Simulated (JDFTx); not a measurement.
## HfC: equation of state with PBE

The system is HfC.

```
Hf C
1.0
     0.00000    2.32500    2.32500
     2.32500    0.00000    2.32500
     2.32500    2.32500    0.00000
Hf C
1 1
Cartesian
  2.3250 2.3250 2.3250
  0.0000 0.0000 0.0000
```

| Item | Value |
| --- | --- |
| Program | JDFTx 1.7.0 (patched build) |
| Task | equation of state |
| Functional | PBE |
| Potentials or basis | PseudoDojo-SR-PBE-0.5-standard |
| Cutoff | 1116 eV |
| Density cutoff | 4463 eV |
| k mesh | 10 × 10 × 10 |
| Occupations | fermi-dirac, width 0.05 eV |
| Spin | no spin polarisation |
| Bands | 14 |
| Density cutoff over wavefunction cutoff | 4 |
| Max SCF steps | 100 |
| SCF threshold on the energy | 1e-08 Ha |
| Solver of the electrons | scf |

```json
{
  "Equilibrium volume": "12.59 Å³/atom",
  "Bulk modulus": "237 GPa",
  "Pressure derivative of the bulk modulus": "4.0"
}
```

Energy against volume, from the lowest point:
```csv
volume (Å³/atom),energy (meV/atom)
11.814,39.49
12.065,17.46
12.317,4.59
12.568,0.00
12.819,2.91
13.071,12.60
13.322,28.43
```

Spin-orbit coupling is left out, which matters for the levels of Hf.
